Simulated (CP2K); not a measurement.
# Ir (Fm-3m) in CP2K: notebook

The runs below take Ir through band structure, with PBE, LDA, PBEsol.

Everything below comes from runs of CP2K 2026.2. Logs are shortened: lines on timing, memory, paths and dates and some standing lists are left out, and cuts for length are marked.

## 1. The structure

It takes space group Fm-3m (No. 225, cubic). The conventional cell has a = 3.831 Å, b = 3.831 Å, c = 3.831 Å, α = 90.00°, β = 90.00°, γ = 90.00°. Ir (site symmetry m-3m) has 12 Ir at 2.71 Å as nearest neighbours.

## 2. Band structure, PBE

Contents of ir_bands.inp:

```
&GLOBAL
  PROJECT ir_bands
  RUN_TYPE ENERGY_FORCE
  PRINT_LEVEL LOW
&END GLOBAL
&FORCE_EVAL
  METHOD QS
  STRESS_TENSOR ANALYTICAL
  &DFT
    BASIS_SET_FILE_NAME BASIS_MOLOPT_UZH
    POTENTIAL_FILE_NAME POTENTIAL_UZH
    &MGRID
      CUTOFF 675
      REL_CUTOFF 60
      NGRIDS 5
    &END MGRID
    &QS
      METHOD GPW
      EPS_DEFAULT 1.0E-9
    &END QS
    &KPOINTS
      SCHEME MONKHORST-PACK 12 12 12
      GAMMA_CENTERED T
      SYMMETRY T
      SYMMETRY_BACKEND SPGLIB
    &END KPOINTS
    &SCF
      SCF_GUESS ATOMIC
      EPS_SCF 1.0E-6
      MAX_SCF 100
      ADDED_MOS 11
      CHOLESKY OFF
      EPS_EIGVAL 1.0E-7
      &DIAGONALIZATION ON
        ALGORITHM STANDARD
      &END DIAGONALIZATION
      &MIXING ON
        METHOD BROYDEN_MIXING
        ALPHA 0.4
        BETA 1.5
        NBUFFER 8
      &END MIXING
      &SMEAR ON
        METHOD FERMI_DIRAC
        ELECTRONIC_TEMPERATURE [K] 580.226
      &END SMEAR
    &END SCF
    &XC
      &XC_FUNCTIONAL
        &GGA_X_PBE
        &END GGA_X_PBE
        &GGA_C_PBE
        &END GGA_C_PBE
      &END XC_FUNCTIONAL
    &END XC
    &PRINT
      &KPOINTS ON
      &END KPOINTS
      &MULLIKEN ON
      &END MULLIKEN
      &MO ON
        ENERGIES T
        OCCUPATION_NUMBERS T
        &EACH
          QS_SCF 0
        &END EACH
        ADD_LAST NUMERIC
      &END MO
      &BAND_STRUCTURE
        FILE_NAME bands.bs
        ADDED_MOS 2
        &KPOINT_SET
          UNITS B_VECTOR
          NPOINTS 6
          SPECIAL_POINT GAMMA 0.00000000 0.00000000 0.00000000
          SPECIAL_POINT X 0.50000000 0.00000000 0.50000000
          SPECIAL_POINT W 0.50000000 0.25000000 0.75000000
          SPECIAL_POINT K 0.37500000 0.37500000 0.75000000
          SPECIAL_POINT GAMMA 0.00000000 0.00000000 0.00000000
          SPECIAL_POINT L 0.50000000 0.50000000 0.50000000
          SPECIAL_POINT U 0.62500000 0.25000000 0.62500000
          SPECIAL_POINT W 0.50000000 0.25000000 0.75000000
          SPECIAL_POINT L 0.50000000 0.50000000 0.50000000
          SPECIAL_POINT K 0.37500000 0.37500000 0.75000000
        &END KPOINT_SET
        &KPOINT_SET
          UNITS B_VECTOR
          NPOINTS 6
          SPECIAL_POINT U 0.62500000 0.25000000 0.62500000
          SPECIAL_POINT X 0.50000000 0.00000000 0.50000000
        &END KPOINT_SET
      &END BAND_STRUCTURE
    &END PRINT
  &END DFT
  &SUBSYS
    &CELL
      A 2.7090675001 0.0000000000 0.0000000000
      B 1.3545337500 2.3461212756 0.0000000000
      C 1.3545337500 0.7820404252 2.2119443513
      PERIODIC XYZ
    &END CELL
    &COORD
      Ir  0.0000000000 0.0000000000 0.0000000000
    &END COORD
    &KIND Ir
      BASIS_SET TZVP-MOLOPT-PBE-GTH-q17
      POTENTIAL GTH-PBE-q17
    &END KIND
    &PRINT
      &ATOMIC_COORDINATES ON
      &END ATOMIC_COORDINATES
      &CELL ON
      &END CELL
    &END PRINT
  &END SUBSYS
  &PRINT
    &FORCES ON
    &END FORCES
    &STRESS_TENSOR ON
    &END STRESS_TENSOR
  &END PRINT
&END FORCE_EVAL
```

Potentials or basis: POTENTIAL_UZH Ir GTH-PBE-q17; TZVP-MOLOPT-PBE-GTH basis.

Command:

```console
$ OMP_NUM_THREADS=1 cp2k.psmp -i ir_bands.inp -o ir_bands.out
```

ir_bands.out:

```text

 CP2K| version string:                                       CP2K version 2026.2
 CP2K| Input file name                                              ir_bands.inp

 GLOBAL| Force Environment number                                              1
 GLOBAL| Basis set file name                                    BASIS_MOLOPT_UZH
 GLOBAL| Potential file name                                       POTENTIAL_UZH
 GLOBAL| MM Potential file name                                     MM_POTENTIAL
 GLOBAL| Coordinate file name                                      __STD_INPUT__
 GLOBAL| Method name                                                        CP2K
 GLOBAL| Project name                                                   ir_bands
 GLOBAL| Run type                                                   ENERGY_FORCE
 GLOBAL| FFT library                                                       FFTW3
 GLOBAL| Diagonalization library                                       ScaLAPACK
 GLOBAL| Cholesky decomposition library                                ScaLAPACK
 GLOBAL| DGEMM library                                                      BLAS
 GLOBAL| Direct generalized diagonalization requested                          F
 GLOBAL| Matrix multiplication library                                 ScaLAPACK
 GLOBAL| Global print level                                                  LOW
 GLOBAL| Total number of message passing processes                             1
 GLOBAL| Number of threads for this process                                    1
 GLOBAL| CPU model name                                                  UNKNOWN

 CELL| Volume [angstrom^3]:                                            14.058678
 CELL| Vector a [angstrom]:       2.709     0.000     0.000   |a| =     2.709068
 CELL| Vector b [angstrom]:       1.355     2.346     0.000   |b| =     2.709068
 CELL| Vector c [angstrom]:       1.355     0.782     2.212   |c| =     2.709068
 CELL| Angle (b,c), alpha [degree]:                                    60.000000
 CELL| Angle (a,c), beta  [degree]:                                    60.000000
 CELL| Angle (a,b), gamma [degree]:                                    60.000000
 CELL| Numerically orthorhombic:                                              NO
 CELL| Periodicity                                                           XYZ

 CELL_REF| Volume [angstrom^3]:                                        14.058678
 CELL_REF| Vector a [angstrom     2.709     0.000     0.000   |a| =     2.709068
 CELL_REF| Vector b [angstrom     1.355     2.346     0.000   |b| =     2.709068
 CELL_REF| Vector c [angstrom     1.355     0.782     2.212   |c| =     2.709068
 CELL_REF| Angle (b,c), alpha [degree]:                                60.000000
 CELL_REF| Angle (a,c), beta  [degree]:                                60.000000
 CELL_REF| Angle (a,b), gamma [degree]:                                60.000000
 CELL_REF| Numerically orthorhombic:                                          NO
 CELL_REF| Periodicity                                                       XYZ

 GENERATE|  Preliminary Number of Bonds generated:                             0
 GENERATE|  Achieved consistency in connectivity generation.

[... 136 lines left out ...]
  Overlap energy of the core charge distribution:               0.00000000045603
  Self energy of the core charge distribution:               -159.66230579087645
  Core Hamiltonian energy:                                     35.56970271991818
  Hartree energy:                                              29.54028538803593
  Exchange-correlation energy:                                -10.62148471920488
  Electronic entropic energy:                                  -0.00017329746240
  Fermi energy:                                                 0.67583766128354

  Total energy:                                              -105.17397569913614
  Total energy (extrapolated to T->0):                       -105.17388905040494

 MO| EIGENVALUES AND OCCUPATION NUMBERS FOR K POINT 1
 MO|
 MO|  Index      Eigenvalue [a.u.]        Eigenvalue [eV]             Occupation
 MO|      1              -2.732006             -74.341669               2.000000
 MO|      2              -1.178231             -32.061303               2.000000
 MO|      3              -1.153979             -31.401368               2.000000
 MO|      4              -1.153979             -31.401368               2.000000
 MO|      5               0.373190              10.155010               2.000000
 MO|      6               0.529377              14.405086               2.000000
[... 350 lines left out ...]
 MO|     19               2.121376              57.725580               0.000000
 MO|     20               2.145822              58.390774               0.000000
 MO| Sum:                                                              17.999998
 MO| E(Fermi):            0.675838 a.u.         18.390478 eV

 [... the levels of further k-points ...]

 !-----------------------------------------------------------------------------!
                     Mulliken Population Analysis

 #  Atom  Element  Kind  Atomic population                           Net charge
       1     Ir       1         17.000000                             -0.000000
 # Total charge                             17.000000                 -0.000000

 !-----------------------------------------------------------------------------!

 KPOINTS| Band Structure Calculation
 KPOINTS| Number of k-point sets                                               2
 KPOINTS| Number of added MOs/bands                                            2
 KPOINTS| Number of k-points in set    1                                      55
 KPOINTS| In units of b-vector [2pi/Bohr]
 KPOINTS| Special point     1       GAMMA     0.000000     0.000000     0.000000
 KPOINTS| Special point     2           X     0.500000     0.000000     0.500000
 KPOINTS| Special point     3           W     0.500000     0.250000     0.750000
 KPOINTS| Special point     4           K     0.375000     0.375000     0.750000
 KPOINTS| Special point     5       GAMMA     0.000000     0.000000     0.000000
 KPOINTS| Special point     6           L     0.500000     0.500000     0.500000
 KPOINTS| Special point     7           U     0.625000     0.250000     0.625000
 KPOINTS| Special point     8           W     0.500000     0.250000     0.750000
 KPOINTS| Special point     9           L     0.500000     0.500000     0.500000
 KPOINTS| Special point    10           K     0.375000     0.375000     0.750000
 KPOINTS| Number of k-points in set    2                                       7
 KPOINTS| In units of b-vector [2pi/Bohr]
 KPOINTS| Special point     1           U     0.625000     0.250000     0.625000
 KPOINTS| Special point     2           X     0.500000     0.000000     0.500000

 ENERGY| Total FORCE_EVAL ( QS ) energy [hartree]           -105.173976995441691

 FORCES| Atomic forces [hartree/bohr]
 FORCES|   Atom     x               y               z               |f|
 FORCES|      1 -8.86093783E-15 -1.84969905E-15  1.21026918E-14   1.51133304E-14
 FORCES| Sum    -8.86093783E-15 -1.84969905E-15  1.21026918E-14
 FORCES| Total atomic force                                       1.51133304E-14

 STRESS| Analytical stress tensor [bar]
 STRESS|                        x                   y                   z
 STRESS|      x        9.20204285491E+04  -1.28113407292E-02  -4.09623121907E-02
 STRESS|      y       -1.28113407292E-02   9.20202318634E+04  -7.06933217047E-02
 STRESS|      z       -4.09623121907E-02  -7.06933217047E-02   9.20204958160E+04
 STRESS| 1/3 Trace                                             9.20203854095E+04
 STRESS| Determinant                                           7.79205741020E+14

 STRESS| Eigenvectors and eigenvalues of the analytical stress tensor [bar]
 STRESS|                        1                   2                   3
 STRESS| Eigenvalues   9.20202117602E+04   9.20204171205E+04   9.20205273479E+04
 STRESS|      x           0.104881524751      0.929959129191     -0.352385986952
 STRESS|      y           0.961398056434     -0.185453519348     -0.203275107295
 STRESS|      z           0.254388763216      0.317463399774      0.913511547247
```

bands.bs:

```text
# Set 1: 10 special points, 55 k-points, 22 bands
#  Special point 1          0.00000000     0.00000000     0.00000000  GAMMA
#  Special point 2          0.50000000     0.00000000     0.50000000  X
#  Special point 3          0.50000000     0.25000000     0.75000000  W
#  Special point 4          0.37500000     0.37500000     0.75000000  K
#  Special point 5          0.00000000     0.00000000     0.00000000  GAMMA
[... 1328 lines left out ...]
#  Point 1      Spin 1:     0.62500000     0.25000000     0.62500000       0.14285714
#   Band    Energy [eV]     Occupation
       1   -74.31655165     2.00000000
       2   -31.93708219     2.00000000
       3   -31.77412050     2.00000000
       4   -31.53575339     2.00000000
       5    11.29329349     2.00000000
       6    12.26712862     2.00000000
[... 110 lines left out ...]
      21    64.00848282     0.00000000
      22    64.97707986     0.00000000
#  Point 6      Spin 1:     0.52083333     0.04166
```

Wall time 1.8 min (1 thread of Arm Neoverse V2, shared host); peak memory 0.31 GiB.

What came out:

```
Free energy            : -2861.9295 eV
Pressure               : 9.2 GPa
Band gap on the k mesh : none (metal or under the smearing width)
```

Levels at the corners of the path, in eV from the Fermi level:
```
point  band 6  band 7  band 8  band 9  band 10  band 11
    Γ   -3.97   -3.97   -3.97   -1.22    -1.22    14.08
    X   -7.49    0.87    1.47    1.50     1.50    10.63
    W   -5.00   -5.00   -1.89    1.50     8.16     8.88
    K   -6.12   -3.00   -0.94    0.60     6.17     7.62
    Γ   -3.97   -3.97   -3.97   -1.22    -1.22    14.08
    L   -4.08   -4.08   -0.95    0.91     0.91     7.35
    U   -6.12   -3.00   -0.94    0.60     6.17     7.62
    W   -5.00   -5.00   -1.89    1.50     8.16     8.88
    L   -4.08   -4.08   -0.95    0.91     0.91     7.35
    K   -6.12   -3.00   -0.94    0.60     6.17     7.62
    U   -6.12   -3.00   -0.94    0.60     6.17     7.62
    X   -7.49    0.87    1.47    1.50     1.50    10.63
```

Caveat: spin-orbit coupling is left out, which moves the levels of the heavy elements; the basis of atomic orbitals isn't converged, which shifts pressures, moduli and gaps.

## 3. Band structure, LDA

Edit ir_bands.inp of step 2 so:

```diff
@@ -49,6 +49,6 @@
       &XC_FUNCTIONAL
-        &GGA_X_PBE
-        &END GGA_X_PBE
-        &GGA_C_PBE
-        &END GGA_C_PBE
+        &LDA_X
+        &END LDA_X
+        &LDA_C_PW
+        &END LDA_C_PW
       &END XC_FUNCTIONAL
```

Potentials or basis: POTENTIAL_UZH Ir GTH-PBE-q17; TZVP-MOLOPT-PBE-GTH basis.

Command:

```console
$ OMP_NUM_THREADS=1 cp2k.psmp -i ir_bands.inp -o ir_bands.out
```

Run time: 1.7 min. Hardware: 1 thread of Arm Neoverse V2, shared host; peak memory 0.31 GiB.

Results (log left out):

```
Free energy            : -2858.7523 eV
Pressure               : -6.2 GPa
Band gap on the k mesh : none (metal or under the smearing width)
```

Levels at the corners of the path, in eV from the Fermi level:
```csv
point,band 4,band 5,band 6,band 7,band 8,band 9,band 10,band 11,band 12,band 13
Γ,-49.48,-11.41,-4.02,-4.02,-4.02,-1.22,-1.22,13.96,19.23,19.23
X,-49.79,-8.14,-7.57,0.91,1.40,1.52,1.52,10.46,11.07,11.07
W,-49.80,-6.46,-5.06,-5.06,-1.92,1.52,7.95,8.83,8.83,13.29
K,-49.73,-7.17,-6.18,-3.05,-0.94,0.60,5.98,7.60,11.43,15.04
Γ,-49.48,-11.41,-4.02,-4.02,-4.02,-1.22,-1.22,13.96,19.23,19.23
L,-49.60,-8.36,-4.12,-4.12,-1.01,0.93,0.93,7.24,14.08,18.69
U,-49.73,-7.17,-6.18,-3.05,-0.94,0.60,5.98,7.60,11.43,15.04
W,-49.80,-6.46,-5.06,-5.06,-1.92,1.52,7.95,8.83,8.83,13.29
L,-49.60,-8.36,-4.12,-4.12,-1.01,0.93,0.93,7.24,14.08,18.69
K,-49.73,-7.17,-6.18,-3.05,-0.94,0.60,5.98,7.60,11.43,15.04
U,-49.73,-7.17,-6.18,-3.05,-0.94,0.60,5.98,7.60,11.43,15.04
X,-49.79,-8.14,-7.57,0.91,1.40,1.52,1.52,10.46,11.07,11.07
```

Caveat: the potentials were made for another functional, which shifts forces and pressure; spin-orbit coupling is left out, which moves the levels of the heavy elements; the basis of atomic orbitals isn't converged, which shifts pressures, moduli and gaps.

## 4. Band structure, PBEsol

Edit ir_bands.inp of step 3 so:

```diff
@@ -49,6 +49,6 @@
       &XC_FUNCTIONAL
-        &LDA_X
-        &END LDA_X
-        &LDA_C_PW
-        &END LDA_C_PW
+        &GGA_X_PBE_SOL
+        &END GGA_X_PBE_SOL
+        &GGA_C_PBE_SOL
+        &END GGA_C_PBE_SOL
       &END XC_FUNCTIONAL
```

Command:

```console
$ OMP_NUM_THREADS=1 cp2k.psmp -i ir_bands.inp -o ir_bands.out
```

It took 1.7 min on 1 thread of Arm Neoverse V2, shared host; peak memory 0.31 GiB.

The run converged. Its results:

- Free energy: -2859.3196 eV
- Pressure: -1.7 GPa
- Band gap on the k mesh: none (metal or under the smearing width)

Levels at the corners of the path, in eV from the Fermi level:
| point | band 5 | band 6 | band 7 | band 8 | band 9 | band 10 | band 11 | band 12 |
| --- | --- | --- | --- | --- | --- | --- | --- | --- |
| Γ | -11.37 | -4.00 | -4.00 | -4.00 | -1.22 | -1.22 | 13.97 | 19.26 |
| X | -8.13 | -7.55 | 0.90 | 1.38 | 1.51 | 1.51 | 10.55 | 11.09 |
| W | -6.46 | -5.05 | -5.05 | -1.91 | 1.52 | 8.05 | 8.82 | 8.82 |
| K | -7.15 | -6.18 | -3.05 | -0.94 | 0.60 | 6.05 | 7.58 | 11.43 |
| Γ | -11.37 | -4.00 | -4.00 | -4.00 | -1.22 | -1.22 | 13.97 | 19.26 |
| L | -8.33 | -4.10 | -4.10 | -1.04 | 0.92 | 0.92 | 7.29 | 14.09 |
| U | -7.15 | -6.18 | -3.05 | -0.94 | 0.60 | 6.05 | 7.58 | 11.43 |
| W | -6.46 | -5.05 | -5.05 | -1.91 | 1.52 | 8.05 | 8.82 | 8.82 |
| L | -8.33 | -4.10 | -4.10 | -1.04 | 0.92 | 0.92 | 7.29 | 14.09 |
| K | -7.15 | -6.18 | -3.05 | -0.94 | 0.60 | 6.05 | 7.58 | 11.43 |
| U | -7.15 | -6.18 | -3.05 | -0.94 | 0.60 | 6.05 | 7.58 | 11.43 |
| X | -8.13 | -7.55 | 0.90 | 1.38 | 1.51 | 1.51 | 10.55 | 11.09 |

Caveat: the potentials were made for another functional, which shifts forces and pressure; spin-orbit coupling is left out, which moves the levels of the heavy elements; the basis of atomic orbitals isn't converged, which shifts pressures, moduli and gaps.

## 5. Summary

```tsv
level	gap on the mesh (eV)	pressure (GPa)
PBE	none	9.2
LDA	none	-6.2
PBEsol	none	-1.7
```

Alike in all rows: task band structure; potentials or basis POTENTIAL_UZH Ir GTH-PBE-q17; TZVP-MOLOPT-PBE-GTH basis; no spin polarisation; cell as given; k mesh 12 × 12 × 12; smearing fermi-dirac 0.05 eV.

Caveats: spin-orbit coupling is left out, which moves the levels of the heavy elements; the basis of atomic orbitals isn't converged, which shifts pressures, moduli and gaps; the potentials were made for another functional, which shifts forces and pressure (some runs).

Total energies depend on the potentials used, so only differences within one code and one set of settings carry meaning.
